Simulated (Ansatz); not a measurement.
**InSe under changes of volume**

One of the cells (28.559 Å³/atom); the others are scaled copies at fixed shape and fractional positions:

```
In Se
1.0
     5.82639   -2.05465    0.00000
     5.82639    2.05465    0.00000
    -1.72323    0.00000    4.77135
In Se
2 2
Direct
  0.88820 0.88820 0.04684
  0.11180 0.11180 0.95316
  0.66093 0.66093 0.66896
  0.33907 0.33907 0.33104
```

The cell comes from a database or a generator and needn't be the stable form of this composition.

```yaml
Program: Ansatz 0.2.0
Functional: PBE
Potentials_or_basis: all-electron LAPW, scalar-relativistic
Cutoff: 261 eV (chosen from the basis error)
Basis_error_allowed: 0.001 eV/atom
k_mesh: 7 × 7 × 6
Occupations: fermi-dirac, width 0.05 eV
Spin: no spin polarisation
```

```csv
volume (Å³/atom),energy over the lowest point (meV/atom),pressure (GPa),gap on the mesh (eV),largest force (eV/Å)
26.846,38.97,5.3,1.25,0.773
27.417,22.64,3.9,1.22,0.581
27.988,11.06,2.6,1.18,0.404
28.559,3.72,1.5,1.14,0.241
29.131,0.17,0.5,1.11,0.091
29.702,0.00,-0.4,1.07,0.108
30.273,?,?,?,?
```

**Question.** What does the run at 30.273 Å³/atom give?

**Answer.** Energy over the lowest point 2.85 meV/atom; pressure -1.2 GPa; gap on the mesh 1.04 eV; largest force 0.183 eV/Å.

Worked out: A Birch-Murnaghan fit of order 3 (a polynomial in V^(-2/3)) to the other rows has its minimum at 29.44 Å³/atom with B0 = V·E''(V) = 46 GPa and B' = 4.8 at fixed shape and positions, which overstates the stiffness. It gives 2.85 meV/atom at 30.273 Å³/atom, against the run's 2.85, and -dE/dV = -1.2 GPa, against -1.2. A straight line through the other rows of the gap, of slope -1.79 eV per unit of ln V, extrapolates to 1.04 eV, against the run's 1.04.

Energies are extrapolated to zero smearing.

Caveats: spin-orbit coupling is left out, which moves the levels of the heavy elements; an odd mesh through Γ misses points on the zone boundary, where band edges often lie.
